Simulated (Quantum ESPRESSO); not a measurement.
Crystal: AlRu.

```
Ru Al
1.0
     2.99160    0.00000    0.00000
     0.00000    2.99160    0.00000
     0.00000    0.00000    2.99160
Ru Al
1 1
Direct
  0.50000 0.50000 0.50000
  0.00000 0.00000 0.00000
```

| Item | Value |
| --- | --- |
| Program | Quantum ESPRESSO 7.5 |
| Task | single point |
| Functional | PBE |
| Potentials or basis | SSSP 1.3 efficiency PBE |
| Cutoff | 816 eV |
| Density cutoff | 5987 eV |
| k mesh | 9 × 9 × 9 |
| Occupations | fermi-dirac, width 0.05 eV |
| Spin | no spin polarisation |

On this cell: pressure 2.2 GPa; largest force zero by symmetry; band gap on the k mesh none (metal or under the smearing width).

The same run follows on a disturbed copy (atoms moved at random, drawn with an rms of 0.05 Å):

```xyz
2
Lattice="2.9916 0.0000 0.0000 0.0000 2.9916 0.0000 0.0000 0.0000 2.9916" Properties=species:S:1:pos:R:3 pbc="T T T"
Ru    1.4868    1.5288    1.4593
Al   -0.0129   -0.0264    0.0300
```

Q: What changes?

A: The energy (extrapolated to zero smearing) moves by +15.6 meV/atom; pressure 2.8 GPa; largest force 0.701 eV/Å; band gap on the k mesh none (metal or under the smearing width).

Forces in eV/Å, atoms in the order of the input:
```
Ru  -0.032 -0.467  0.521
Al   0.032  0.467 -0.521
```

Stress tensor (GPa, compression positive):
```
 3.07  0.04 -0.04
 0.04  2.77 -0.61
-0.04 -0.61  2.69
```
